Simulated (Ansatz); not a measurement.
**Squeezing Sn (sc type)**

```yaml
crystal:
  lattice:
    - [3.09015, 0.00000, 0.00000]
    - [0.00000, 3.09015, 0.00000]
    - [0.00000, 0.00000, 3.09015]
  atoms:
    - { symbol: Sn, position: [0.00000, 0.00000, 0.00000] }
```

The cell comes from a relaxation on PAW files under the same functional, begun from a prototype that needn't be the stable phase.

Its volume is scaled at fixed shape and fractional positions.

Computed with Ansatz 0.2.0; functional PBE, scalar-relativistic. Settings: a Γ-centred 12×12×12 k mesh, Fermi–Dirac smearing of 0.08 eV, no spin polarisation. Methods: LAPW: all electrons, basis error target 1 meV/atom; PAW: frozen-core files, cutoff 420 eV; crystal datasets: all electrons, by PAW datasets that the program makes for each cell; norm-conserving: pseudopotentials, cutoff 980 eV; PAW (core large): files with a larger core, cutoff 420 eV.

Energies are extrapolated to zero smearing and count from the unscaled cell; pressure is positive in compression; gaps take the mesh and a band path. No temperature or zero-point motion is included.

Spin–orbit coupling is left out, which matters for the heavy atoms.

```
V/V0  V (Å³/atom)  P LAPW (GPa)  ΔE LAPW (eV/atom)  P PAW − LAPW (GPa)  ΔE PAW − LAPW (meV/atom)
1.00        29.51          0.00              0.000                0.00                       0.0
0.92        27.15             ?                  ?                   ?                         ?
0.84        24.79         12.11              0.149                0.01                       0.0
0.76        22.43          24.4              0.409                0.02                       0.3
0.68        20.07          45.1              0.908                0.03                       0.7
0.60        17.70          81.0              1.811                0.05                       1.3
0.52        15.34         146.1              3.435                0.08                       2.1
0.45        13.28         250.7              5.924                0.29                       4.3
```

Question: Fit the Vinet equation to the LAPW pressures shown (residuals weighted by 1/(|P| + 0.03·Pmax)), and predict the pressure of the withheld row.

Answer: The fit gives V0 = 29.52 Å³/atom, B0 = 42.7 GPa and B0′ = 5.52. At 27.15 Å³/atom, x = (V/V0)^(1/3) = 0.9725, and P = 3·B0·(1 − x)/x²·exp[1.5·(B0′ − 1)·(1 − x)] = 4.50 GPa. The run itself gave 4.66 GPa (-3.5 % off) and ΔE = 0.031 eV/atom.

Question: At the smallest volume, how far do crystal datasets and norm-conserving and PAW (core large) lie from LAPW in pressure?

Answer: crystal datasets: 0.00 GPa; norm-conserving: +1.25 GPa; PAW (core large): +0.29 GPa, on a LAPW pressure of 250.7 GPa.

Question: How do the Löwdin populations by LAPW change from the unscaled cell to the last row?

Answer: Sn 4s 1.99 → 1.95, Sn 5s 1.57 → 1.16, Sn 5p 2.43 → 2.91 electrons an atom. These are projections on the shells that the free atoms fill; 0.02 e a cell lies outside them at the start and 0.04 e at the end.
